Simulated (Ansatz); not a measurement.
PbS (rocksalt): a single-point calculation in Ansatz 0.2.0 (r2SCAN+SOC). The cell was relaxed with r2SCAN and then strained (epitaxial +4.0 % in the plane normal to [111], free normal strain -4.25 %), with the atoms relaxed again with r2SCAN; k points keep the names of the unstrained zone.

```yaml
crystal:
  lattice:
    - [-0.164320115, 2.9424018682, 2.9424018682]
    - [2.9424018682, -0.164320115, 2.9424018682]
    - [2.9424018682, 2.9424018682, -0.164320115]
  atoms:
    - { symbol: Pb, position: [0.0, 0.0, 0.0] }
    - { symbol: S, position: [0.5, 0.5, 0.5] }
kpoints:
  mp_grid: { grid: [8, 8, 8] }
  band_path:
    path:
      - [0.0, 0.0, 0.0]
      - [0.5, 0.0, 0.5]
      - [0.625, 0.25, 0.625]
      - [0.375, 0.375, 0.75]
      - [0.5, 0.5, 0.5]
      - [0.5, 0.25, 0.75]
      - [0.0, 0.0, 0.5]
    npoints: 1
hamiltonian:
  xc: r2scan
scf:
  occupations: { method: fermi_dirac, width: 0.02 }
  n_extra_bands: 8
magnetization:
  noncollinear: true
  spin_orbit: true
output:
  forces: true
  stress: true
  eigenvalues: true
```

The output follows, shortened, with numbered blanks.
```
Pseudopotential: Pb, paw_fr, valence charge 14, recommended cutoff 500 eV (meta_gga)
Pseudopotential: S, paw_fr, valence charge 6, recommended cutoff 500 eV (meta_gga)
Functional definition: r2SCAN
Crystal: 2 atoms, lattice volume = 55.213 Å³
[1]
Bands: 28, of which v1, the nominal top of the filled ones, is band 20 counted from 1 (19 counted from 0)
Symmetry: 12 space group operations + 12 with time reversal
Magnetic group: BNS 166.98 (UNI 1328)
k-points: 65 of 512
SCF 1 converged in 7 iterations: F = -12794.061335 eV  dr2 = 3.34e-9
Magnetization: |M| = 0.0000 μB,  M = (+0.0000, +0.0000, +0.0000) μB
Free energy (F): -12794.061335 eV
Internal energy: -12794.061186 eV  (E = F + TS)
E sigma→0 (E₀):  -12794.061261 eV
Entropy (-TS):   -0.000149 eV (-0.075 meV/atom)
[2]
--- Per-component energies (eV) ---
  E_band       = -79.985844
  E_kinetic    = 391.772715
  E_local      = -1263.836786
  E_nonlocal   = 379.590070
  E_hartree    = 490.368386
  E_xc         = -299.807233
  E_vxc        = -239.284683
  E_paw        = -11007.627797
  E_vpaw       = -343.922675
  E_vtau       = 14.958935
  E_ewald      = -1485.347758
  E_core_change = 0.827198
  E_smearing   = -0.000149
--- Stress (GPa, compression-positive) ---
[3]
--- Band table (eV; the first three rows and the last of 65) ---
[4]
```

The rows of the band table are 0: (0, 0, 0) = Γ, 1: (0, 0, 1/8), 2: (0, 0, 1/4), 64: (-1/2, -1/2, -1/2) = L.

**Question.** Give the withheld lines. They hold the Fermi energy and the band table, the stress, cutoff and plane waves at Γ.

**Answer.**
```
[1]
Basis set: ecut = 500 eV, 1393 PW (Γ)
[2]
Fermi energy:    7.468481 eV
[3]
       -2.311123       0.964035       0.964035
        0.964035      -2.311123       0.964035
        0.964035       0.964035      -2.311123
  P = ⅓ Tr σ = -2.3111 GPa (-23.111 kbar)
[4]
  k-point 0: bands = […, 1.2085, 1.2085, 4.9860, 4.9860, 5.2717, 5.2717, 5.7205, 5.7205, 11.0363, 11.0363, 13.5173, 13.5173, 13.5906, 13.5906, …]
  k-point 1: bands = […, 0.7815, 0.7815, 5.1326, 5.1326, 5.5030, 5.5030, 5.7651, 5.7651, 10.4795, 10.4795, 12.3435, 12.3435, 12.7941, 12.7941, …]
  k-point 2: bands = […, -0.1281, -0.1281, 5.3428, 5.3428, 5.7374, 5.7374, 6.2457, 6.2457, 9.3934, 9.3934, 10.9114, 10.9114, 11.6602, 11.6602, …]
  k-point 64: bands = […, -0.9953, -0.9953, 5.5183, 5.5183, 5.5362, 5.5362, 7.0349, 7.0349, 7.2924, 7.2924, 8.9558, 8.9558, 9.8235, 9.8235, …]
```
The trailing digits, and the zero of the energies, depend on the potentials and thresholds.

It took 10 s on 1 × NVIDIA H100 80GB HBM3 with 2 threads of AMD EPYC 7R13 Processor (Zen 3), on a shared host; peak host memory 1.2 GiB.

The values are computed, non-magnetic, and not measurements.

Where bands overlap, v1 and c1 are numbered by the electron count and aren't everywhere filled or empty.

Where bands overlap the cell is a metal at that level, and these k meshes limit energies, forces and stress. Overlaps of a few tenths of an eV in semilocal functionals can be an artefact that a hybrid or GW lifts.
